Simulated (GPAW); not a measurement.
## Si and the effect of the functional

```yaml
crystal:
  lattice:
    - [3.83132, 0.00000, 0.00000]
    - [-1.91566, 3.31802, 0.00000]
    - [0.00000, 0.00000, 6.33262]
  atoms:
    - { symbol: Si, position: [0.66667, 0.33333, 0.93699] }
    - { symbol: Si, position: [0.33333, 0.66667, 0.43699] }
    - { symbol: Si, position: [0.66667, 0.33333, 0.56301] }
    - { symbol: Si, position: [0.33333, 0.66667, 0.06301] }
```

This isn't the form of Si at room conditions, which is diamond.

Kept alike: task band structure; k mesh 7 × 7 × 4; occupations fermi-dirac, width 0.05 eV; no spin polarisation. Program: GPAW, potentials by row: the program's PAW data sets (release 1.2.1) made for this functional (LDA); PAW data sets generated for this functional (PBEsol); GPAW PAW data sets (gpaw-data 1.2.1) (r2SCAN on files made for PBE), cutoff 600 eV. The mesh is that of the run's cell of 4 atoms. No spin-orbit coupling.

```csv
functional,band gap (eV),pressure (GPa)
LDA,0.314,-1.81
PBEsol,0.302,-0.17
r2SCAN,0.605,0.47
```

Pressure is positive in compression; the values hold the error of the finite cutoff, so their zero can differ a little from the energy's minimum. Gaps are the smaller of the mesh's and the band path's.

Problem. What does the functional change here?

Solution. The band gap runs from 0.302 (PBEsol) to 0.605 eV (r2SCAN). The pressure runs from -1.81 (LDA) to 0.47 GPa (r2SCAN).
